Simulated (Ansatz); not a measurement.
# CdTe: band gap under strain

How does strain move the band edges of CdTe (zincblende), and do the functionals agree on it? States: no strain; +2.0 % equal strain in all directions; +3.0 % shear in the xy plane.

Code: Ansatz 0.2.0. PAW datasets, plane waves. The values are computed, spin-unpolarised, and not measurements.

## 1. The system as given

The unstrained cell was relaxed with r2SCAN; in each strained cell the atoms were relaxed again with r2SCAN. Names of k-points are those of the unstrained zone, where strain can split equivalent points. First state: no strain.

The symmetry is F-43m (No. 216, cubic); conventional cell a = 6.560 Å, 35.29 Å³ an atom. Cd has 4 Te at 2.84 Å; Te has 4 Cd at 2.84 Å.

Structure file:

```
CELL_PARAMETERS angstrom
0.00000 3.27996 3.27996
3.27996 0.00000 3.27996
3.27996 3.27996 0.00000
ATOMIC_POSITIONS crystal
Cd 0.00000 0.00000 0.00000
Te 0.25000 0.25000 0.25000
```

## 2. No strain: PBE

File input.yaml:

```yaml
crystal:
  lattice:
    - [0.0, 3.2799551146, 3.2799551146]
    - [3.2799551146, 0.0, 3.2799551146]
    - [3.2799551146, 3.2799551146, 0.0]
  atoms:
    - { symbol: Cd, position: [0.0, 0.0, 0.0] }
    - { symbol: Te, position: [0.25, 0.25, 0.25] }
kpoints:
  mp_grid: { grid: [6, 6, 6] }
  band_path:
    path:
      - [0.0, 0.0, 0.0]
      - [-0.5, -0.5, 0.0]
      - [-0.375, -0.375, 0.25]
      - [-0.375, 0.0, 0.375]
      - [0.0, 0.0, 0.5]
      - [-0.5, -0.25, 0.25]
    npoints: 1
hamiltonian:
  xc: pbe
scf:
  occupations: { method: fermi_dirac, width: 0.02 }
  n_extra_bands: 4
output:
  forces: true
  stress: true
  eigenvalues: true
  write_density: true
  write_potential: true
  elf: true
  volumetric_format: npy
```

Started as:

```
ansatz run input.yaml --threads 4 --pin off --max-ram 4608MiB --backend cpu --events-out ev --progress --plain --runs-dir out
```

The runs that follow: No strain: r2SCAN; No strain: HSE06; No strain: G0W0@PBE; +2.0 % equal strain in all directions: PBE; +2.0 % equal strain in all directions: r2SCAN; +2.0 % equal strain in all directions: HSE06; +2.0 % equal strain in all directions: G0W0@PBE; +3.0 % shear in the xy plane: PBE; +3.0 % shear in the xy plane: r2SCAN; +3.0 % shear in the xy plane: HSE06; +3.0 % shear in the xy plane: G0W0@PBE.

**Question.** What will these runs give?

The runs gave:

Least gap in eV (negative: overlap), with the change from the unstrained cell in brackets. G0W0 is on its own coarse mesh.

```
                                state  volume change (%)           PBE        r2SCAN         HSE06          G0W0
                            no strain               +0.0          0.66          1.16          1.53          1.21
+2.0 % equal strain in all directions               +6.1  0.49 (-0.17)  0.97 (-0.19)  1.32 (-0.21)  0.98 (-0.23)
         +3.0 % shear in the xy plane               -0.0  0.58 (-0.08)  1.08 (-0.08)  1.44 (-0.09)  1.12 (-0.09)
```

**Reading.** The largest move of the HSE06 gap in the table is -0.203 eV, under +2.0 % equal strain in all directions. PBE and HSE06 differ by 0.86 eV on the unstrained gap, and by at most 0.03 eV on its change: the two disagree on the size of the gap but agree on its response to strain. Spin-orbit coupling is left out of the table, though the cell holds Te (Z = 52); in an element this heavy it can shift bands and gaps by tenths of an eV. No extrapolation in bands, cutoff or mesh was made for G0W0.
